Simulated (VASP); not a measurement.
# SnTe (Fm-3m) in VASP: band structure with PBEsol

Aim: the band structure of SnTe with PBEsol.

Program: VASP 6.6.1. These are calculated values, not measurements. Logs are shortened: lines on timing, memory, paths and dates and some standing lists are left out, and cuts for length are marked.

**Experimental background.**

A printed reference work, textbook reports, for a bulk crystal of SnTe at 300 K: band gap 0.18 eV (direct).

The results are compared with them further down.

**1. The crystal as given**

The structure is cubic, space group Fm-3m (No. 225). Conventional cell: a = 6.290 Å, b = 6.290 Å, c = 6.290 Å, α = 90.00°, β = 90.00°, γ = 90.00°. Sn (site symmetry m-3m) has 6 Te at 3.14 Å as nearest neighbours. Around Te (site symmetry m-3m) lie 6 Sn at 3.14 Å.

**2. Band structure, PBEsol**

File INCAR:

```
PREC = Accurate
ENCUT = 520
EDIFF = 1E-6
ISMEAR = 0
SIGMA = 0.03
LREAL = F
LASPH = T
NELM = 80
ALGO = Fast
ISIF = 2
LWAVE = F
LCHARG = F
GGA = PS
NBANDS = 17
ICORELEVEL = 1
```

File KPOINTS:

```
Automatic mesh
0
Gamma
  10 10 10
```

File POSCAR:

```
SnTe                                    
1.0
    0.0000000000      3.1448388744      3.1448388744
    3.1448388744      0.0000000000      3.1448388744
    3.1448388744      3.1448388744      0.0000000000
  Sn              Te            
     1     1
Direct
     0.0000000000000000    0.0000000000000000    0.0000000000000000
     0.5000000000000000    0.5000000000000000    0.5000000000000000
```

File KPOINTS_OPT:

```
explicit points
109
Reciprocal
 0.0000000000  0.0000000000  0.0000000000 1
 0.0555555556  0.0000000000  0.0555555556 1
 0.1111111111  0.0000000000  0.1111111111 1
 0.1666666667  0.0000000000  0.1666666667 1
 0.2222222222  0.0000000000  0.2222222222 1
 0.2777777778  0.0000000000  0.2777777778 1
 0.3333333333  0.0000000000  0.3333333333 1
 0.3888888889  0.0000000000  0.3888888889 1
 0.4444444444  0.0000000000  0.4444444444 1
 0.5000000000  0.0000000000  0.5000000000 1
 0.5000000000  0.0000000000  0.5000000000 1
 0.5000000000  0.0277777778  0.5277777778 1
 0.5000000000  0.0555555556  0.5555555556 1
 0.5000000000  0.0833333333  0.5833333333 1
 0.5000000000  0.1111111111  0.6111111111 1
 0.5000000000  0.1388888889  0.6388888889 1
 0.5000000000  0.1666666667  0.6666666667 1
 0.5000000000  0.1944444444  0.6944444444 1
 0.5000000000  0.2222222222  0.7222222222 1
 0.5000000000  0.2500000000  0.7500000000 1
 0.5000000000  0.2500000000  0.7500000000 1
 0.4861111111  0.2638888889  0.7500000000 1
 0.4722222222  0.2777777778  0.7500000000 1
 0.4583333333  0.2916666667  0.7500000000 1
 0.4444444444  0.3055555556  0.7500000000 1
 0.4305555556  0.3194444444  0.7500000000 1
 0.4166666667  0.3333333333  0.7500000000 1
 0.4027777778  0.3472222222  0.7500000000 1
 0.3888888889  0.3611111111  0.7500000000 1
 0.3750000000  0.3750000000  0.7500000000 1
 0.3750000000  0.3750000000  0.7500000000 1
 0.3333333333  0.3333333333  0.6666666667 1
 0.2916666667  0.2916666667  0.5833333333 1
 0.2500000000  0.2500000000  0.5000000000 1
 0.2083333333  0.2083333333  0.4166666667 1
 0.1666666667  0.1666666667  0.3333333333 1
 0.1250000000  0.1250000000  0.2500000000 1
 0.0833333333  0.0833333333  0.1666666667 1
 0.0416666667  0.0416666667  0.0833333333 1
 0.0000000000  0.0000000000  0.0000000000 1
 0.0000000000  0.0000000000  0.0000000000 1
 0.0555555556  0.0555555556  0.0555555556 1
 0.1111111111  0.1111111111  0.1111111111 1
 0.1666666667  0.1666666667  0.1666666667 1
 0.2222222222  0.2222222222  0.2222222222 1
 0.2777777778  0.2777777778  0.2777777778 1
 0.3333333333  0.3333333333  0.3333333333 1
 0.3888888889  0.3888888889  0.3888888889 1
 0.4444444444  0.4444444444  0.4444444444 1
 0.5000000000  0.5000000000  0.5000000000 1
 0.5000000000  0.5000000000  0.5000000000 1
 0.5138888889  0.4722222222  0.5138888889 1
 0.5277777778  0.4444444444  0.5277777778 1
 0.5416666667  0.4166666667  0.5416666667 1
 0.5555555556  0.3888888889  0.5555555556 1
 0.5694444444  0.3611111111  0.5694444444 1
 0.5833333333  0.3333333333  0.5833333333 1
 0.5972222222  0.3055555556  0.5972222222 1
 0.6111111111  0.2777777778  0.6111111111 1
 0.6250000000  0.2500000000  0.6250000000 1
 0.6250000000  0.2500000000  0.6250000000 1
 0.6111111111  0.2500000000  0.6388888889 1
 0.5972222222  0.2500000000  0.6527777778 1
 0.5833333333  0.2500000000  0.6666666667 1
 0.5694444444  0.2500000000  0.6805555556 1
 0.5555555556  0.2500000000  0.6944444444 1
 0.5416666667  0.2500000000  0.7083333333 1
 0.5277777778  0.2500000000  0.7222222222 1
 0.5138888889  0.2500000000  0.7361111111 1
 0.5000000000  0.2500000000  0.7500000000 1
 0.5000000000  0.2500000000  0.7500000000 1
 0.5000000000  0.2777777778  0.7222222222 1
 0.5000000000  0.3055555556  0.6944444444 1
 0.5000000000  0.3333333333  0.6666666667 1
 0.5000000000  0.3611111111  0.6388888889 1
 0.5000000000  0.3888888889  0.6111111111 1
 0.5000000000  0.4166666667  0.5833333333 1
 0.5000000000  0.4444444444  0.5555555556 1
 0.5000000000  0.4722222222  0.5277777778 1
 0.5000000000  0.5000000000  0.5000000000 1
 0.5000000000  0.5000000000  0.5000000000 1
 0.4861111111  0.4861111111  0.5277777778 1
 0.4722222222  0.4722222222  0.5555555556 1
 0.4583333333  0.4583333333  0.5833333333 1
 0.4444444444  0.4444444444  0.6111111111 1
 0.4305555556  0.4305555556  0.6388888889 1
 0.4166666667  0.4166666667  0.6666666667 1
 0.4027777778  0.4027777778  0.6944444444 1
 0.3888888889  0.3888888889  0.7222222222 1
 0.3750000000  0.3750000000  0.7500000000 1
 0.6250000000  0.2500000000  0.6250000000 1
 0.6111111111  0.2222222222  0.6111111111 1
 0.5972222222  0.1944444444  0.5972222222 1
 0.5833333333  0.1666666667  0.5833333333 1
 0.5694444444  0.1388888889  0.5694444444 1
 0.5555555556  0.1111111111  0.5555555556 1
 0.5416666667  0.0833333333  0.5416666667 1
 0.5277777778  0.0555555556  0.5277777778 1
 0.5138888889  0.0277777778  0.5138888889 1
 0.5000000000  0.0000000000  0.5000000000 1
 0.0000000000  0.0000000000  0.0000000000 1
 0.3750000000  0.3750000000  0.7500000000 1
 0.5000000000  0.5000000000  0.5000000000 1
 0.6250000000  0.2500000000  0.6250000000 1
 0.5000000000  0.2500000000  0.7500000000 1
 0.5000000000  0.0000000000  0.5000000000 1
 0.4000000000  0.0000000000  0.4000000000 1
 0.4250000000  0.0000000000  0.4250000000 1
 0.4500000000  0.0000000000  0.4500000000 1
```

Potentials or basis: VASP PAW PBE potentials, release 64 (Sn_d, Te).

Launch:

```bash
cat potpaw_PBE.64/Sn_d/POTCAR potpaw_PBE.64/Te/POTCAR > POTCAR
mpirun -np 1 vasp_std > vasp.out
```

OUTCAR:

```text
PREC = Accurate
   ENCUT = 520
   EDIFF = 1E-6
   ISMEAR = 0
   LREAL = F
   LASPH = T
   NELM = 80
   ISIF = 2
   GGA = PS

 ion  position               nearest neighbor table
   1  0.000  0.000  0.000-   2 3.14   2 3.14   2 3.14   2 3.14   2 3.14   2 3.14
   2  0.500  0.500  0.500-   1 3.14   1 3.14   1 3.14   1 3.14   1 3.14   1 3.14

  LATTYP: Found a face centered cubic cell.
 ALAT       =     6.2896777488

  Lattice vectors:

 A1 = (   0.0000000000,   3.1448388744,   3.1448388744)
 A2 = (   3.1448388744,   0.0000000000,   3.1448388744)
 A3 = (   3.1448388744,   3.1448388744,   0.0000000000)

Analysis of symmetry for initial positions (statically):
=====================================================================
 Subroutine PRICEL returns:
 Original cell was already a primitive cell.

 Routine SETGRP: Setting up the symmetry group for a
 face centered cubic supercell.

 Subroutine GETGRP returns: Found 48 space group operations
 (whereof 48 operations were pure point group operations)
 out of a pool of 48 trial point group operations.

The static configuration has the point symmetry O_h .

Analysis of symmetry for dynamics (positions and initial velocities):
=====================================================================
 Subroutine PRICEL returns:
 Original cell was already a primitive cell.

 Routine SETGRP: Setting up the symmetry group for a
 face centered cubic supercell.

 Subroutine GETGRP returns: Found 48 space group operations
 (whereof 48 operations were pure point group operations)
 out of a pool of 48 trial point group operations.

The dynamic configuration has the point symmetry O_h .

 Subroutine INISYM returns: Found 48 space group operations
 (whereof 48 operations are pure point group operations),
 and found     1 'primitive' translations

----------------------------------------------------------------------------------------

                                     Primitive cell

  volume of cell :      62.2050

  direct lattice vectors                    reciprocal lattice vectors
     0.000000000  3.144838874  3.144838874    -0.158990657  0.158990657  0.158990657
     3.144838874  0.000000000  3.144838874     0.158990657 -0.158990657  0.158990657
     3.144838874  3.144838874  0.000000000     0.158990657  0.158990657 -0.158990657

  length of vectors
     4.447473788  4.447473788  4.447473788     0.275379897  0.275379897  0.275379897

  position of ions in fractional coordinates (direct lattice)
     0.000000000  0.000000000  0.000000000
     0.500000000  0.500000000  0.500000000

  ion indices of the primitive-cell ions
   primitive index   ion index
                 1           1
                 2           2

----------------------------------------------------------------------------------------

 KPOINTS: Automatic mesh

Automatic generation of k-mesh.
 Grid dimensions read from file:
 generate k-points for:   10   10   10

 Generating k-lattice:

[... 22 lines left out ...]
  0.400000  0.000000  0.000000      8.000000
  0.500000  0.000000  0.000000      4.000000
[... 16 lines left out ...]
  0.300000  0.300000  0.000000      6.000000
  0.400000  0.300000  0.000000     24.000000
 [... further k-points ...]
   k-points           NKPTS =     47   k-points in BZ     NKDIM =     47   number of bands    NBANDS=     17
   number of dos      NEDOS =    301   number of ions     NIONS =      2
   total plane-waves  NPLWV =  46656
   dimension x,y,z NGX =    36 NGY =   36 NGZ =   36
   dimension x,y,z NGXF=    72 NGYF=   72 NGZF=   72
   ions per type =               1   1
   NGX,Y,Z   is equivalent  to a cutoff of  13.46, 13.46, 13.46 a.u.
   NGXF,Y,Z  is equivalent  to a cutoff of  26.91, 26.91, 26.91 a.u.
 SYSTEM =  unknown system
   PREC   = accura    normal or accurate (medium, high low for compatibility)
   ISTART =      0    job   : 0-new  1-cont  2-samecut
   ICHARG =      2    charge: 1-file 2-atom 10-const
   ISPIN  =      1    spin polarized calculation?
   LNONCOLLINEAR =      F non collinear calculations
   LSORBIT =      F    spin-orbit coupling
   LASPH  =      T    aspherical Exc in radial PAW
   ENCUT  =  520.0 eV  38.22 Ry    6.18 a.u.   8.27  8.27  8.27*2*pi/ulx,y,z
   NELM   =     80;   NELMIN=  2; NELMDL= -5     # of ELM steps
   EDIFF  = 0.1E-05   stopping-criterion for ELM
   LREAL  =      F    real-space projection
   EDIFFG = 0.1E-04   stopping-criterion for IOM
   NSW    =      0    number of steps for IOM
   IBRION =     -1    ionic relax: 0-MD 1-quasi-New 2-CG
   NFREE  =      0    steps in history (QN), initial steepest desc. (CG)
   ISIF   =      2    stress and relaxation
   ISYM   =      2    0-nonsym 1-usesym 2-fastsym
   POTIM  = 0.5000    time-step for ionic-motion
   TEBEG  =    0.0;   TEEND  =   0.0 temperature during run
   PSTRESS=    0.0 pullay stress
   NELECT =      20.0000    total number of electrons
   NUPDOWN=      -1.0000    fix difference up-down
   EMIN   =  10.00;   EMAX   =-10.00  energy-range for DOS
   EFERMI =   0.00;   METHOD = LEGACY
   ISMEAR =     0;   SIGMA  =   0.03  broadening in eV -4-tet -1-fermi 0-gaus
   EFERMI_NEDOS =   21; number of points for ismear=-14 and -15
   IALGO  =     68    algorithm
   IMIX   =      4    mixing-type and parameters
     AMIX     =   0.40;   BMIX     =  1.00
     AMIX_MAG =   1.60;   BMIX_MAG =  1.00
  volume/ion in A,a.u.               =      31.10       209.89
  Fermi-wavevector in a.u.,A,eV,Ry     =   1.121527  2.119379 17.113721  1.257823
  Thomas-Fermi vector in A             =   2.258181
   LORBIT       =      0    0 simple, 1 ext, 2 COOP (PROOUT), +10 PAW based schemes
   GGA     = PS    functional components
   LHFCALC =     F    Hartree Fock is set to
   AEXX    =    0.0000 exact exchange contribution
   IVDW    =     0    specifies the selected vdW correction
   LEPSILON=     F    determine dielectric tensor
   LRPA    =     F    only Hartree local field effects (RPA)
 non-spin polarized calculation
 RMM-DIIS sequential band-by-band and
 Gauss-broadening in eV      SIGMA  =   0.03
  energy-cutoff  :      520.00
  volume of cell :       62.20
 maximum number of plane-waves:      1695
 NGX is ok and might be reduce to    36
   NGX = 17   NGY = 17   NGZ = 17

 number of electron      19.9999998 magnetization

 Free energy of the ion-electron system (eV)
  ---------------------------------------------------
  ext. energy  EPLUGINS =         0.00000000
  ---------------------------------------------------
  free energy    TOTEN  =        -8.33900992 eV

  energy without entropy =       -8.33900980  energy(sigma->0) =       -8.33900986

 the core state eigenenergies are
   1-  1s -28996.4958  2s  -4367.9654  2p  -3919.5912  3s   -834.1505  3p   -687.6987
       3d   -462.4158  4s   -122.9953  4p    -78.7673
   2-  1s -31609.4057  2s  -4836.9752  2p  -4340.3725  3s   -953.1858  3p   -791.8438
       3d   -548.0939  4s   -152.6843  4p   -102.7234  4d    -30.0468

 E-fermi :   6.9011     XC(G=0):  -9.6786

 val. band max:        6.8215842983   @ k =   0.5000   0.0000   0.0000
 cond. band min:       6.9806028560   @ k =   0.5000   0.0000   0.0000
 fundamental gap:      0.1590185577
 Fermi energy:         6.9010938581

 k-point     1 :       0.0000    0.0000    0.0000
  band No.  band energies     occupation
      1     -14.9088      2.00000
      2     -14.9088      2.00000
      3     -14.9016      2.00000
      4     -14.9016      2.00000
      5     -14.9016      2.00000
      6      -5.9866      2.00000
[... 272 lines left out ...]
 k-point    15 :      -0.1000    0.1000    0.0000
  band No.  band energies     occupation
      1     -14.9105      2.00000
      2     -14.9092      2.00000
      3     -14.9013      2.00000
      4     -14.9004      2.00000
      5     -14.8995      2.00000

------------------------ aborting loop because EDIFF is reached ----------------------------------------

  FORCE on cell =-STRESS in cart. coord.  units (eV):
  Direction    XX          YY          ZZ          XY          YZ          ZX
  --------------------------------------------------------------------------------------
  -------------------------------------------------------------------------------------
  Total       -0.0137305     -0.0137305     -0.0137305      0.0000000      0.0000000     -0.0000000
  in kB       -0.3536474     -0.3536474     -0.3536474      0.0000000      0.0000000     -0.0000000
  external PRESSURE =      -0.3536474 kB  Pullay stress =       0.0000000 kB

 VOLUME and BASIS-vectors are now :
 -----------------------------------------------------------------------------
  energy-cutoff  :      520.00
  volume of cell :       62.20
      direct lattice vectors                 reciprocal lattice vectors
     0.000000000  3.144838874  3.144838874    -0.158990657  0.158990657  0.158990657
     3.144838874  0.000000000  3.144838874     0.158990657 -0.158990657  0.158990657
     3.144838874  3.144838874  0.000000000     0.158990657  0.158990657 -0.158990657

 POSITION                                       TOTAL-FORCE (eV/Angst)
 -----------------------------------------------------------------------------------
      0.00000      0.00000      0.00000        -0.000000     -0.000000     -0.000000
      3.14484      3.14484      3.14484         0.000000      0.000000      0.000000
 -----------------------------------------------------------------------------------
    total drift:                               -0.000000      0.000000      0.000000

  FREE ENERGIE OF THE ION-ELECTRON SYSTEM (eV)
  ---------------------------------------------------
  free  energy   TOTEN  =        -8.3390099192 eV

  energy  without entropy=       -8.3390097987  energy(sigma->0) =       -8.33900986
```

It took 44 s on 1 thread of Intel Xeon 6975P-C (Granite Rapids), shared host; peak memory 0.26 GiB.

What came out:

```yaml
Free_energy: -8.3390 eV
Pressure: 0.0 GPa
Band_gap_on_the_k_mesh: 0.16 eV, direct
Band_gap_along_the_path: 0.16 eV, direct
```

Levels at the corners of the path, in eV from the valence-band top:
| point | band 7 | band 8 | band 9 | band 10 | band 11 | band 12 | band 13 | band 14 |
| --- | --- | --- | --- | --- | --- | --- | --- | --- |
| Γ | -4.63 | -2.09 | -2.09 | -2.09 | 3.40 | 3.40 | 3.40 | 4.76 |
| X | -6.44 | -5.59 | -3.72 | -3.72 | 2.13 | 5.00 | 5.00 | 6.46 |
| X | -6.44 | -5.59 | -3.72 | -3.72 | 2.13 | 5.00 | 5.00 | 6.46 |
| W | -7.36 | -4.83 | -4.83 | -0.76 | 0.88 | 4.62 | 4.62 | 6.12 |
| W | -7.36 | -4.83 | -4.83 | -0.76 | 0.88 | 4.62 | 4.62 | 6.12 |
| K | -7.41 | -5.19 | -3.22 | -2.69 | 3.09 | 3.11 | 4.20 | 5.62 |
| K | -7.41 | -5.19 | -3.22 | -2.69 | 3.09 | 3.11 | 4.20 | 5.62 |
| Γ | -4.63 | -2.09 | -2.09 | -2.09 | 3.40 | 3.40 | 3.40 | 4.76 |
| Γ | -4.63 | -2.09 | -2.09 | -2.09 | 3.40 | 3.40 | 3.40 | 4.76 |
| L | -8.34 | -1.75 | -1.75 | 0.00 | 0.16 | 0.39 | 0.39 | 7.76 |
| L | -8.34 | -1.75 | -1.75 | 0.00 | 0.16 | 0.39 | 0.39 | 7.76 |
| U | -7.41 | -5.19 | -3.22 | -2.69 | 3.09 | 3.11 | 4.20 | 5.62 |
| U | -7.41 | -5.19 | -3.22 | -2.69 | 3.09 | 3.11 | 4.20 | 5.62 |
| W | -7.36 | -4.83 | -4.83 | -0.76 | 0.88 | 4.62 | 4.62 | 6.12 |
| W | -7.36 | -4.83 | -4.83 | -0.76 | 0.88 | 4.62 | 4.62 | 6.12 |
| L | -8.34 | -1.75 | -1.75 | 0.00 | 0.16 | 0.39 | 0.39 | 7.76 |
| L | -8.34 | -1.75 | -1.75 | 0.00 | 0.16 | 0.39 | 0.39 | 7.76 |
| K | -7.41 | -5.19 | -3.22 | -2.69 | 3.09 | 3.11 | 4.20 | 5.62 |
| U | -7.41 | -5.19 | -3.22 | -2.69 | 3.09 | 3.11 | 4.20 | 5.62 |
| X | -6.44 | -5.59 | -3.72 | -3.72 | 2.13 | 5.00 | 5.00 | 6.46 |

Core levels (eV, on the scale of the bands):
```tsv
atom	levels
1 Sn	1s -28996.5, 2s -4368.0, 2p -3919.6, 3s -834.2, 3p -687.7, 3d -462.4, 4s -123.0, 4p -78.8
2 Te	1s -31609.4, 2s -4837.0, 2p -4340.4, 3s -953.2, 3p -791.8, 3d -548.1, 4s -152.7, 4p -102.7, 4d -30.0
```

Caveat: the PAW data sets were made with another functional, which shifts forces and pressure a little; spin-orbit coupling is left out, which moves the levels of the heavy elements.

**3. Against experiment**

Step 2. Measured gap of SnTe: 0.18 eV (direct; 300 K; a printed reference work, textbook). This calculation gives 0.16 eV (-0.02 eV). Spin-orbit coupling on Sn, Te is left out. The value is that of PBEsol, without temperature or zero-point motion. Semilocal functionals fall short of measured gaps as a rule.
